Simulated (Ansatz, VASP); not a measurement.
# Cross-check of SrO between VASP and Ansatz

Aim: how closely do two programs agree when they are given the same cell, functional and k mesh?

Program: Ansatz 0.2.0. Level of theory: plane waves, with VASP 6.6.1 beside it; relaxation of cell and atoms at r2SCAN and relaxation of cell and atoms at PBE with D3(BJ). Results are calculated unless marked as measured.

## Step 1: The starting structure

Symmetry: Fm-3m, No. 225, cubic system. Conventional cell: a = 5.161 Å, b = 5.161 Å, c = 5.161 Å, α = 90.00°, β = 90.00°, γ = 90.00°. Sr has 6 O at 2.58 Å nearest. Nearest to O lie 6 Sr at 2.58 Å. Farther neighbours and most contacts between anions are not listed.

## Step 2: VASP: relaxation of cell and atoms, r2SCAN

The relaxed volume is the usual yardstick between codes: its relative difference is about their pressure difference at one cell divided by the bulk modulus.

Lines of VASP's logs that name or quote its potential files are left out, and so is its time.

INCAR

```
SYSTEM = SrO
PREC = Accurate
ENCUT = 560
EDIFF = 1E-06
NELM = 100
ISMEAR = -1
SIGMA = 0.05
LREAL = .FALSE.
ALGO = Normal
METAGGA = R2SCAN
LASPH = .TRUE.
NBANDS = 14
LORBIT = 11
LWAVE = .FALSE.
LCHARG = .FALSE.
KPAR = 2
IBRION = 2
NSW = 60
ISIF = 3
EDIFFG = -0.01
```

POSCAR

```
SrO
1.0
    0.0000000000      2.5806600000      2.5806600000
    2.5806600000      0.0000000000      2.5806600000
    2.5806600000      2.5806600000      0.0000000000
Sr O
1 1
Direct
    0.0000000000      0.0000000000      0.0000000000
    0.5000000000      0.5000000000      0.5000000000
```

KPOINTS

```
Automatic mesh
0
Gamma
9 9 9
0 0 0
```

The projector-augmented-wave data sets are Sr_sv and O (PBE family, release 64).

Launch:

```console
mpirun -np 2 vasp_std
```

Numbers of over 12 decimals in the logs are rounded to 6 here.

What it wrote:

```text
[banner, memory and clock lines left out]
running    2 mpi-ranks, on    1 nodes
 distrk:  each k-point on    1 cores,    2 groups
 distr:  one band on    1 cores,    1 groups

 POSCAR found type information on POSCAR SrO
 POSCAR found :  2 types and       2 ions
|                                                                             |
|               ----> ADVICE to this user running VASP <----                  |
|                                                                             |
|     You enforced a specific xc type in the INCAR file but a different       |
|     [... a line on the potential file left out ...]
|     I HOPE YOU KNOW WHAT YOU ARE DOING!                                     |
|                                                                             |

 LDA part: xc-table for (None), standard interpolation
 POSCAR, INCAR and KPOINTS ok, starting setup
 FFT: planning ... GRIDC
 FFT: planning ... GRID_SOFT
 FFT: planning ... GRID
 WAVECAR not read
 entering main loop
       N       E                     dE             d eps       ncg     rms          rms(c)
DAV:   1     0.543686311656E+02    0.54369E+02   -0.91587E+03   980   0.122E+03
DAV:   2    -0.308893823550E+02   -0.85258E+02   -0.78164E+02  1310   0.244E+02
DAV:   3    -0.346128424302E+02   -0.37235E+01   -0.36932E+01  1298   0.461E+01
DAV:   4    -0.347177451029E+02   -0.10490E+00   -0.10486E+00  1190   0.716E+00
DAV:   5    -0.347200153514E+02   -0.22702E-02   -0.22702E-02  1252   0.847E-01    0.157E+01
DAV:   6    -0.269113285741E+02    0.78087E+01   -0.48163E+00  1280   0.181E+01    0.149E+01
DAV:   7    -0.270378390105E+02   -0.12651E+00   -0.23473E-01  1022   0.421E+00    0.843E+00
DAV:   8    -0.270612217853E+02   -0.23383E-01   -0.10892E-01  1010   0.355E+00    0.857E-01
DAV:   9    -0.270564700528E+02    0.47517E-02   -0.23378E-02  1220   0.144E+00    0.259E-01
DAV:  10    -0.270566703439E+02   -0.20029E-03   -0.22444E-03  1064   0.460E-01    0.134E-01
DAV:  11    -0.270568927429E+02   -0.22240E-03   -0.30306E-04  1010   0.191E-01    0.662E-02
DAV:  12    -0.270568898618E+02    0.28810E-05   -0.56292E-05  1108   0.650E-02    0.186E-02
DAV:  13    -0.270568859678E+02    0.38940E-05   -0.13373E-05  1106   0.370E-02    0.833E-03
DAV:  14    -0.270568856867E+02    0.28115E-06   -0.12449E-06   662   0.120E-02
   1 F= -.27056886E+02 E0= -.27056886E+02  d E =-.270569E+02
 curvature:   0.00 expect dE= 0.000E+00 dE for cont linesearch  0.000E+00
 trial: gam= 0.00000 g(F)=  0.000E+00 g(S)=  0.575E-03 ort = 0.000E+00 (trialstep = 0.100E+01)
 search vector abs. value=  0.575E-03
 bond charge predicted
       N       E                     dE             d eps       ncg     rms          rms(c)
DAV:   1    -0.270612199462E+02   -0.43340E-02   -0.91445E-02  1064   0.265E+00    0.672E-01
DAV:   2    -0.270578249388E+02    0.33950E-02   -0.11326E-02  1202   0.913E-01    0.160E-01
DAV:   3    -0.270571747147E+02    0.65022E-03   -0.89441E-04  1588   0.312E-01    0.106E-01
DAV:   4    -0.270570245294E+02    0.15019E-03   -0.64219E-04  1676   0.187E-01    0.740E-02
DAV:   5    -0.270570461369E+02   -0.21608E-04   -0.27294E-05  1412   0.549E-02    0.215E-02
DAV:   6    -0.270570477100E+02   -0.15732E-05   -0.26434E-05  1568   0.360E-02    0.817E-03
DAV:   7    -0.270570465273E+02    0.11827E-05   -0.78437E-07   706   0.974E-03    0.249E-03
DAV:   8    -0.270570467377E+02   -0.21041E-06   -0.61479E-08   514   0.201E-03
   2 F= -.27057047E+02 E0= -.27057047E+02  d E =-.161051E-03
 trial-energy change:   -0.000161  1 .order   -0.000157   -0.000575    0.000260
 step:   0.6885(harm=  0.6885)  dis= 0.00000  next Energy=   -27.057084 (dE=-0.198E-03)
 bond charge predicted
       N       E                     dE             d eps       ncg     rms          rms(c)
DAV:   1    -0.270574918227E+02   -0.44530E-03   -0.88696E-03  1064   0.826E-01    0.213E-01
DAV:   2    -0.270571566323E+02    0.33519E-03   -0.10932E-03  1202   0.284E-01    0.497E-02
DAV:   3    -0.270570917775E+02    0.64855E-04   -0.86814E-05  1602   0.970E-02    0.312E-02
DAV:   4    -0.270570782131E+02    0.13564E-04   -0.62145E-05  1682   0.581E-02    0.220E-02
DAV:   5    -0.270570837594E+02   -0.55463E-05   -0.26714E-06  1268   0.174E-02    0.609E-03
DAV:   6    -0.270570858864E+02   -0.21270E-05   -0.27048E-06  1462   0.116E-02    0.263E-03
DAV:   7    -0.270570862451E+02   -0.35871E-06   -0.79629E-08   502   0.305E-03
   3 F= -.27057086E+02 E0= -.27057086E+02  d E =-.200558E-03
 curvature:  -0.34 expect dE=-0.147E-07 dE for cont linesearch -0.147E-07
 trial: gam=-0.00853 g(F)=  0.122E-60 g(S)=  0.426E-07 ort = 0.495E-05 (trialstep = 0.938E+00)
 search vector abs. value=  0.103E-09
 reached required accuracy - stopping structural energy minimisation
```

From OUTCAR (step 2):

```text
ion  position               nearest neighbor table
   1  0.000  0.000  0.000-   2 2.58   2 2.58   2 2.58   2 2.58   2 2.58   2 2.58
   2  0.500  0.500  0.500-   1 2.58   1 2.58   1 2.58   1 2.58   1 2.58   1 2.58

  LATTYP: Found a face centered cubic cell.
 ALAT       =     5.1613200000

 Subroutine GETGRP returns: Found 48 space group operations
 (whereof 48 operations were pure point group operations)

The static configuration has the point symmetry O_h .

 Found     35 irreducible k-points:

   k-points           NKPTS =     35   k-points in BZ     NKDIM =     35   number of bands    NBANDS=     14

   dimension x,y,z NGX =    28 NGY =   28 NGZ =   28
   dimension x,y,z NGXF=    56 NGYF=   56 NGZF=   56

   ENCUT  =  560.0 eV  41.16 Ry    6.42 a.u.   7.04  7.04  7.04*2*pi/ulx,y,z

   NELECT =      16.0000    total number of electrons

 k-points in reciprocal lattice and weights: Automatic mesh
   0.00000000  0.00000000  0.00000000       0.001
   0.11111111  0.00000000  0.00000000       0.011
   0.22222222  0.00000000  0.00000000       0.011
   0.33333333  0.00000000  0.00000000       0.011
   0.44444444  0.00000000  0.00000000       0.011
   0.11111111  0.11111111  0.00000000       0.008
   0.22222222  0.11111111  0.00000000       0.033
   0.33333333  0.11111111  0.00000000       0.033
   0.44444444  0.11111111  0.00000000       0.033
[...]
-0.33333333  0.44444444  0.11111111       0.033
  -0.33333333  0.44444444  0.22222222       0.033

 average (electrostatic) potential at core
       1 -41.1764       2 -74.4220

 E-fermi :   2.3405

 k-point     1 :       0.0000    0.0000    0.0000
  band No.  band energies     occupation
    ...
      4     -13.2987      2.00000
      5     -13.2987      2.00000
      6       1.2691      2.00000
      7       1.2691      2.00000
      8       1.2691      2.00000
      9       5.8122      0.00000
     10       8.0111      0.00000
     11       8.0111      0.00000
     12       8.0111      0.00000
     13      10.2966      0.00000
    ...

 k-point     2 :       0.1111    0.0000    0.0000
  band No.  band energies     occupation
    ...
      4     -13.3075      2.00000
      5     -13.1003      2.00000
      6       0.9264      2.00000
      7       1.1181      2.00000
      8       1.1181      2.00000
      9       6.3586      0.00000
     10       7.8744      0.00000
     11       8.2544      0.00000
     12       8.2544      0.00000
     13      10.6180      0.00000
    ...

 k-point     3 :       0.2222    0.0000    0.0000
  band No.  band energies     occupation
    ...
      4     -13.3297      2.00000
      5     -12.7484      2.00000
      6       0.2305      2.00000
      7       0.7672      2.00000
      8       0.7672      2.00000
      9       7.5953      0.00000
     10       7.8066      0.00000
     11       8.9313      0.00000
     12       8.9313      0.00000
     13      11.4532      0.00000
    ...

  Total        0.0007672      0.0007672      0.0007672     -0.0000000     -0.0000000      0.0000000
  in kB        0.0356031      0.0356031      0.0356031     -0.0000000     -0.0000000      0.0000000
  external PRESSURE =       0.0356031 kB  Pullay stress =       0.0000000 kB

  energy-cutoff  :      560.00
  volume of cell :       34.53
      direct lattice vectors                 reciprocal lattice vectors
    -0.000000000  2.584481181  2.584481181    -0.193462426  0.193462426  0.193462426
     2.584481181 -0.000000000  2.584481181     0.193462426 -0.193462426  0.193462426
     2.584481181  2.584481181 -0.000000000     0.193462426  0.193462426 -0.193462426

 POSITION                                       TOTAL-FORCE (eV/Angst)
 -----------------------------------------------------------------------------------
      0.00000      0.00000      0.00000         0.000000     -0.000000      0.000000
      2.58448      2.58448      2.58448        -0.000000      0.000000     -0.000000
 -----------------------------------------------------------------------------------
    total drift:                                0.000000      0.000000      0.000000

  FREE ENERGIE OF THE ION-ELECTRON SYSTEM (eV)
  ---------------------------------------------------
  free  energy   TOTEN  =       -27.0570862451 eV

  energy  without entropy=      -27.0570862451  energy(sigma->0) =      -27.05708625

 reached required accuracy - stopping structural energy minimisation

 total charge
# of ion       s       p       d       tot
------------------------------------------
    1        2.014   5.900   0.233   8.148
    2        1.552   3.445   0.000   4.997
--------------------------------------------------
tot          3.566   9.345   0.233  13.145

[... 3 further parts left out ...]
```

## Step 3: Ansatz: relaxation of cell and atoms, r2SCAN

Ansatz runs on its default PAW (the set named soft_2) files.

The same cell, functional, mesh and smearing now go to Ansatz, which takes its cutoff from its data sets.

input.yaml

```yaml
crystal:
  lattice:
    - [0.0, 2.58066, 2.58066]
    - [2.58066, 0.0, 2.58066]
    - [2.58066, 2.58066, 0.0]
  atoms:
    - { symbol: Sr, position: [0.0, 0.0, 0.0] }
    - { symbol: O, position: [0.5, 0.5, 0.5] }
hamiltonian:
  xc: r2scan
  pseudopotentials: { kind: paw }
kpoints:
  mp_grid: { grid: [9, 9, 9] }
scf:
  occupations: { method: fermi_dirac, width: 0.05 }
relax:
  f_tol: 0.01
  max_steps: 60
  cell: { stress_tol: 0.05 }
output:
  forces: true
  stress: true
  write_density: true
  write_potential: true
  elf: true
  volumetric_format: npy
```

Launch:

```console
ansatz run input.yaml --threads 4 --pin off --max-ram 9216MiB --backend cpu --events-out ev --progress --plain --runs-dir out
```

What it wrote:

```text
Engine: ansatz 0.2.0, aarch64-unknown-linux-gnu
Pseudopotentials: kind: paw
Pseudopotential: Sr, paw, valence charge 10, recommended cutoff 500 eV (meta_gga), Sr.paw.azcp
Pseudopotential: O, paw, valence charge 6, recommended cutoff 500 eV (meta_gga), O.paw.azcp
Functional definition: r2SCAN
  parameter k0 = 0.174
  parameter k1 = 0.065
  parameter a1 = 4.9479
  exchange = r2scan_x(k0 = k0, k1 = k1, a1 = a1)
  correlation = r2scan_c
Crystal: 2 atoms, lattice volume = 34.373 Å³
Basis set: ecut = 500 eV, 893 PW (Γ), exchange–correlation on 108×108×108 points (64 copies of the dense FFT grid, shifted against one another)
Bands: 12, of which v1, the nominal top of the filled ones, is band 8 counted from 1 (7 counted from 0)
Symmetry: 48 space group operations
Space group: Fm-3m (ITA 225), of the structure as read, at distance tolerance 3.3e-5 Å
k-points: 35 of 729
Non-local potential: Sr, projectors of the file, l = 0: 3, l = 1: 2, l = 2: 2
Non-local potential: O, projectors of the file, l = 0: 2, l = 1: 2, l = 2: 1
PAW form: soft (Blöchl's): semilocal exchange-correlation on the pseudo side does not see the compensation charge
PAW frozen core: Sr, regenerated for the run's functional (the file was generated under x = pbe(κ = 0.804, μ = 0.219515), c = pbe(β = 0.066725))
PAW frozen core: O, regenerated for the run's functional (the file was generated under x = pbe(κ = 0.804, μ = 0.219515), c = pbe(β = 0.066725))
PAW one-centre angular grid: Sr, 302 points (default); XC on 160 Gauss nodes
PAW one-centre angular grid: O, 302 points (default); XC on 160 Gauss nodes
Initial density: superposition of atomic densities (neutral atoms: chi_scale 0, normalization atom), corrected by the library's trained network
Initial wavefunctions: pseudopotential atomic-orbital guess
Functional: x = r2scan, c = r2scan; τ floored in thin density (d = 2e-4 eV/Å³)
SCF iter   1: F=—  HF=-4126.975432 eV  |F-HF|=—  |Δ(HF+E_count)|=         —  Δρ=8.46e-3  dr2=3.32e-2  dr2_τ=5.59e-2  ethr=1.77e-3  ⟨swp⟩=8.0  Hψ=3310  notcnv=0
preconditioner: auto → none  [insulator: Δε(μ)=4.101 eV  Ē_g=17.211 eV  σ=0.050 eV  W_gap=1.00  n_scr=8 (ndim 8)  ℏωp=23.7 eV  f_vac=0.000  D(μ)=0.00/eV (n_scr^D=0)  ε∞_Penn≈2.9]
SCF iter   2: F=—  HF=-4127.058674 eV  |F-HF|=—  |Δ(HF+E_count)|=   8.32e-2  Δρ=8.88e-3  dr2=1.59e-2  dr2_τ=3.78e-3  ethr=2.08e-4  ⟨swp⟩=2.7  Hψ=1122  notcnv=0
SCF iter   3: F=—  HF=-4127.055364 eV  |F-HF|=—  |Δ(HF+E_count)|=   3.31e-3  Δρ=2.41e-3  dr2=9.86e-4  dr2_τ=1.18e-4  ethr=9.93e-5  ⟨swp⟩=2.0  Hψ=647  notcnv=0
SCF iter   4: F=—  HF=-4127.055322 eV  |F-HF|=—  |Δ(HF+E_count)|=   4.17e-5  Δρ=4.56e-4  dr2=5.83e-5  dr2_τ=8.18e-6  ethr=6.16e-6  ⟨swp⟩=2.6  Hψ=638  notcnv=0
SCF iter   5: F=—  HF=-4127.055320 eV  |F-HF|=—  |Δ(HF+E_count)|=   1.84e-6  Δρ=8.95e-5  dr2=2.31e-6  dr2_τ=2.02e-7  ethr=3.64e-7  ⟨swp⟩=2.1  Hψ=521  notcnv=0
SCF iter   6: F=—  HF=-4127.055320 eV  |F-HF|=—  |Δ(HF+E_count)|=   1.07e-7  Δρ=2.93e-5  dr2=3.06e-7  dr2_τ=3.16e-8  ethr=1.44e-8  ⟨swp⟩=2.1  Hψ=679  notcnv=0
SCF iter   7: F=-4127.055320 eV  HF=-4127.055320 eV  |F-HF|=2.94e-8  |Δ(HF+E_count)|=   1.07e-8  Δρ=1.02e-5  dr2=3.80e-8  dr2_τ=1.10e-9  ethr=6.25e-10  ⟨swp⟩=9.1  Hψ=2475  notcnv=0
SCF 1 converged in 7 iterations: F = -4127.055320 eV  dr2 = 3.80e-8
  greatest PAW one-centre occupation: 0.988 electrons in one spin orbital (limit 2), on the Sr atom at site 0 (counted from 0), in its partial waves of l = 0
relax step   1: F+E_penalty+E_count = -4127.05532035 eV  Δ(F+E_penalty+E_count) = +0.000e0 eV  max|allowed force component| = 1.854e-29 eV/Å  Δτ_max = 0.0000 Å  P = -0.081 GPa  Ω = 34.373 Å³  (7 SCF iters, dr2 threshold 1.00e-7 eV, accepted)
[...]
relax step   2: F+E_penalty+E_count = -4127.05533503 eV  Δ(F+E_penalty+E_count) = -1.468e-5 eV  max|allowed force component| = 5.210e-30 eV/Å  Δτ_max = 0.0000 Å  P = +0.085 GPa  Ω = 34.313 Å³  energy of the carried Pulay correction = +1.540e-5 eV  (5 SCF iters, dr2 threshold 1.64e-8 eV, rejected (line search))
[...]
relax step   3: F+E_penalty+E_count = -4127.05533537 eV  Δ(F+E_penalty+E_count) = -1.502e-5 eV  max|allowed force component| = 5.036e-29 eV/Å  Δτ_max = 0.0000 Å  P = +0.000 GPa  Ω = 34.344 Å³  energy of the carried Pulay correction = +7.530e-6 eV  (6 SCF iters, accepted)
[...]
relax step   4: F+E_penalty+E_count = -4127.05532278 eV  Δ(F+E_penalty+E_count) = +1.259e-5 eV  max|allowed force component| = 5.693e-29 eV/Å  Δτ_max = 0.0000 Å  P = +0.001 GPa  Ω = 34.344 Å³  stress off target by 5.16e-4 GPa  SCF on the basis re-selected at this cell (its energy is not comparable with the rows above)  (5 SCF iters)
basis re-selected at this cell: Δ(F+E_penalty+E_count) = +1.259e-5 eV, ΔP = +0.000 GPa vs the last step (what re-selecting the basis moved, of the pressure what is left beyond the Pulay correction that the steps carried, after the strain that the cell walked since its last selection, with what the two solves' SCF thresholds leave and, on support functions, any second-order correction that the steps lacked; it is no m [...]
SCF converged after 5 iterations
Free energy (F): -4127.055323 eV
Harris-Foulkes:  -4127.055323 eV  (|F-HF|=1.82e-12)
Internal energy: -4127.055323 eV  (E = F + TS)
E sigma→0 (E₀):  -4127.055323 eV
Fermi energy:    9.446628 eV
--- Per-component energies (eV) ---
  E_band       = -71.531421
  E_kinetic    = 424.229044
  E_local      = -869.649730  (includes V_loc(G=0)·N_el)
  E_nonlocal   = 248.877499
  E_hartree    = 236.562764
  E_xc         = -239.165527
  E_vxc        = -286.628568  (∫ρ·V_xc dr)
  E_paw        = -2875.199621  (= ΣΔE_a)
  E_vpaw       = -77.960926  (= ΣTr[D̂ρ^β])
  E_aug_tail   = 0.001086  (compensation charges beyond the density's cutoff)
  E_vtau       = 16.474643  (kinetic-family band-sum trace: ∫τ·v_τ [+ j·A + Jᵃ·Aᵃ] dr)
  E_ewald      = -1052.532861
  E_core_change = -0.177977  (= ΣΔE_core)
  E_smearing   = -0.000000  (= −TS)
  E_closure    = 0.000000  (closes the sum)
  Σ components = -4127.055323   (vs F -4127.055323, Δ=0.00e0)
--- Forces (eV/Å), atoms counted from 1 ---
  atom   1  Sr    -0.00000000     0.00000000     0.00000000
  atom   2  O      0.00000000    -0.00000000    -0.00000000
  max |Σ_I F_I| component: 1.05e-28 eV/Å
--- Stress (GPa, compression-positive) ---
        0.000516      -0.000000      -0.000000
       -0.000000       0.000516      -0.000000
       -0.000000      -0.000000       0.000516
  P = ⅓ Tr σ = 0.0005 GPa (0.005 kbar)
--- Band table (eV; the first three rows and the last of 35) ---
  k-point 0: bands = [... 4 lower, -6.9121, 7.4950, 7.4950, 7.4950, 12.0845, 14.3099, 14.3099, 14.3099]
  k-point 1: bands = [... 4 lower, -6.7283, 7.1543, 7.3466, 7.3466, 12.6329, 14.1611, 14.5523, 14.5523]
  k-point 2: bands = [... 4 lower, -6.3919, 6.4626, 7.0013, 7.0013, 13.8736, 14.0794, 15.2288, 15.2288]
  k-point 34: bands = [... 4 lower, -6.4796, 6.4031, 6.9787, 7.1038, 13.5970, 14.6263, 16.8557, 18.9533]
--- Relaxed structure (3 steps of the walk, 2 accepted, 1 SCFs on fresh bases) ---
  F+E_penalty+E_count = -4127.05532278 eV   max|allowed force component| = 5.693e-29 eV/Å   (the final SCF, on the basis selected at the relaxed cell)
  cell:  # Å, volume = 34.3437 Å³
    - [0, 2.579916, 2.579916]
    - [2.579916, 0, 2.579916]
    - [2.579916, 2.579916, 0.0]
  atoms:
    - { symbol: Sr, position: [0, 0, 0] }
    - { symbol: O, position: [0.500000, 0.500000, 0.500000] }
```

Run time: 4.1 s. Hardware: 4 threads of Arm Neoverse V1, shared host; peak memory 0.39 GiB.

(Part 1 of 2 ends here.)

[Lines on the potential files, build, host, timing and source positions are cut from VASP's logs without a mark.]

[Logs are printed without paths, hosts, clocks, repeated set-up lines and the standing remarks that a program may print on its own settings, such as how far it seeks lower states.]

[Hosts, paths, dates, database ids (printed as entryN), source tags and the programs' standing remarks are cut or masked in the printed files.]
